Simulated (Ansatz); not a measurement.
Crystal: Eu2O3.

```
Eu O
1.0
     3.78830    0.00000    0.00000
    -1.89415    3.28076    0.00000
     0.00000    0.00000    5.82084
Eu O
2 3
Direct
  0.33333 0.66667 0.24244
  0.66667 0.33333 0.75756
  0.33333 0.66667 0.65110
  0.66667 0.33333 0.34890
  0.00000 0.00000 0.00000
```

Measurements of this composition are mostly on another form, of space group No. 206.

Program: Ansatz 0.2.0. Alike in all runs: task single point; level PBEsol; potentials or basis Ansatz PAW; cell as given; cutoff (eV) 420; smearing fermi-dirac 0.05 eV. Hardware: 2 threads of Arm Neoverse V2 (shared host).

Order these runs on this cell by their wall time, lowest first.
A. spin collinear, ferromagnetic start; k mesh 8 × 8 × 5
B. spin non-collinear, random start; k mesh 6 × 6 × 4
C. spin off; k mesh 8 × 8 × 5

C (4.2 s), A (14 s), B (83 s).

Caveats: the starting moments weren't kept (some runs).
